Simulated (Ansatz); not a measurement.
PbS under changes of volume

One of the cells (26.664 Å³/atom); the others are scaled copies at fixed shape and fractional positions:

```
Pb S
1.0
     2.07995   -5.99130    0.00000
     2.07995    5.99130    0.00000
     0.00000    0.00000    4.27932
Pb S
2 2
Direct
  0.13056 0.86944 0.25000
  0.86944 0.13056 0.75000
  0.35480 0.64520 0.25000
  0.64520 0.35480 0.75000
```

Measurements of this composition are mostly on another form, of space group No. 225.

- Program: Ansatz 0.2.0
- Functional: PBE
- Potentials or basis: Ansatz NC with PseudoDojo standard (PBE files)
- Cutoff: 850 eV (not typed: the program's choice for these potentials)
- k mesh: 7 × 7 × 6
- Occupations: fermi-dirac, width 0.05 eV
- Spin: no spin polarisation

| volume (Å³/atom) | energy over the lowest point (meV/atom) | pressure (GPa) | gap on the mesh (eV) | largest force (eV/Å) |
| --- | --- | --- | --- | --- |
| 25.064 | 31.05 | 5.0 | 1.12 | 0.489 |
| 25.597 | ? | ? | ? | ? |
| 26.130 | 7.31 | 2.2 | 1.22 | 0.205 |
| 26.664 | 1.81 | 1.1 | 1.26 | 0.104 |
| 27.197 | 0.00 | 0.0 | 1.30 | 0.043 |
| 27.730 | 1.50 | -0.9 | 1.33 | 0.154 |
| 28.263 | 5.99 | -1.8 | 1.34 | 0.258 |

Q: What does the run at 25.597 Å³/atom give?

A: Energy over the lowest point 16.91 meV/atom; pressure 3.5 GPa; gap on the mesh 1.17 eV; largest force 0.342 eV/Å.

Worked out: A Birch-Murnaghan fit of order 3 (a polynomial in V^(-2/3)) to the other rows has its minimum at 27.21 Å³/atom with B0 = V·E''(V) = 51 GPa and B' = 4.4 at fixed shape and positions, which overstates the stiffness. It gives 16.90 meV/atom at 25.597 Å³/atom, against the run's 16.91, and -dE/dV = 3.5 GPa, against 3.5. A parabola through the other rows of the gap, of slope 2.5 eV per unit of ln V there, gives 1.17 eV, against the run's 1.17.

Energies are extrapolated to zero smearing.

Caveats: odd divisions of the mesh miss points on the zone boundary, where band edges often lie, so the gap on the mesh can be too wide; spin-orbit coupling is left out, which as a rule narrows the gap of such compounds by several tenths of an eV.

A mesh can miss the band edges.
